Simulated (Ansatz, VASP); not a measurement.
**Two plane-wave programs on AlN**

```
CELL_PARAMETERS angstrom
3.43770 0.00000 0.00000
-1.71885 2.97714 0.00000
0.00000 0.00000 4.56450
ATOMIC_POSITIONS crystal
Al 0.33333 0.66667 0.75000
Al 0.66667 0.33333 0.25000
N 0.33333 0.66667 0.25000
N 0.66667 0.33333 0.75000
```

Alike in both runs: task single point; functional PBE; k mesh 9 × 9 × 6; occupations gaussian, width 0.05 eV; no spin polarisation.

|  | VASP | Ansatz |
| --- | --- | --- |
| version | VASP 6.6.1 | Ansatz 0.2.0 |
| potentials or method | VASP PAW PBE potentials, release 64 (Al, N) | scalar-relativistic, plane waves, PAW |
| plane-wave cutoff (eV) | 520 | 520 |
| valence electrons in the cell | 16 | 16 |

|  | VASP | Ansatz | Ansatz less VASP |
| --- | --- | --- | --- |
| gap on the k mesh at the Fermi level (eV) | 1.90 | 1.90 | -0.004 |
| least direct gap on the mesh (eV) | 1.90 | 1.90 | -0.004 |
| pressure (GPa) | -22.8 | -22.6 | +0.11 |
| largest component of the traceless stress (GPa) | 2.35 | 2.29 | -0.056 |

The functional is the same, so the differences come from potentials, cutoffs and numerics.

Caveats: so large a pressure means that the cell lies far from this level's equilibrium, or that cutoff or potentials fall short (VASP).
